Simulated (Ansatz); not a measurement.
**InP (F-43m): equation of state**

The task here is to estimate one member of a computed series from the others.

The COD entry's cell or inner coordinates are ideal or old and differ from later refinements, so a difference from it is no clean test against experiment.

Program: Ansatz 0.2.0. Level of theory: DFT PBE, scalar-relativistic, plane waves, PAW. These are calculated values, not measurements.

2 further runs of the same task are left out: 2 that didn't finish. Runs told in other sessions of the task aren't counted.

### The starting structure

The structure is cubic, space group F-43m (No. 216). Conventional cell: a = 5.959 Å, b = 5.959 Å, c = 5.959 Å, α = 90.00°, β = 90.00°, γ = 90.00°. Around In (site symmetry -43m) lie 4 P at 2.58 Å. P (site symmetry -43m) is surrounded by 4 In at 2.58 Å.

Coordinates:

```cif
data_structure
_symmetry_space_group_name_H-M 'P 1'
_symmetry_Int_Tables_number 1
_cell_length_a 4.2139
_cell_length_b 4.2139
_cell_length_c 4.2139
_cell_angle_alpha 60.000
_cell_angle_beta 60.000
_cell_angle_gamma 60.000
_cell_volume 52.91
loop_
_atom_site_label
_atom_site_type_symbol
_atom_site_fract_x
_atom_site_fract_y
_atom_site_fract_z
_atom_site_occupancy
In1 In 0.00000 0.00000 0.00000 1
P1 P 0.75000 0.75000 0.75000 1
```

This cell comes from an earlier session at PBE: 26.455 Å³/atom at 0.00 GPa, on a 10×10×10 mesh.

Volume factors to run: 0.980, 1.020, 0.960, 1.040.

Set-up of the first run:

The input, input.yaml:

```yaml
crystal:
  lattice:
    - [0.0, 2.9596742484, 2.9596742484]
    - [2.9596742484, 0.0, 2.9596742484]
    - [2.9596742484, 2.9596742484, 0.0]
  atoms:
    - { symbol: In, position: [0.0, 0.0, 0.0] }
    - { symbol: P, position: [0.75, 0.75, 0.75] }
basis:
  ecutwfc: 420
  ecutrho_ratio: 4
kpoints:
  mp_grid: { grid: [10, 10, 10] }
hamiltonian:
  xc: pbe
scf:
  occupations: { method: gaussian, width: 0.05 }
output:
  forces: true
  stress: true
  eigenvalues: true
```

The run is started by

```console
$ ansatz run input.yaml --threads 4 --pin off --max-ram 7168MiB --backend cpu --events-out ev --progress --plain --runs-dir out
```

Steps of the session up to this table: Scaling the volume by 0.980; Volume × 1.020; Scaling the volume by 0.960; At 1.040 of the relaxed volume.

One of the session's tables, all rows but one given; the rest of the session is left out.

It belongs to the step «The fit». 

```
volume (Å³/atom)  energy (meV/atom)  pressure (GPa)  gap (eV)
          25.397               8.51            2.68      0.67
          25.926               2.05            1.26      0.55
          26.455               0.00            0.00      0.44
          26.984                  ?               ?         ?
          27.513               7.28           -2.13      0.23
```

**Question.** Estimate the row for volume (Å³/atom) = 26.984.

Worked estimate for «energy (meV/atom)». A straight line through the neighbours (26.455, 0.00) and (27.513, 7.28) gives 0.00 + (7.28 − 0.00) × (26.984 − 26.455) / (27.513 − 26.455) = 3.64; a parabola fitted to 3 rows on both sides gives 1.74.

As computed: energy (meV/atom): 1.89; pressure (GPa): -1.12; gap (eV): 0.33. In «energy (meV/atom)» the line misses by +1.75 and the parabola by -0.15.
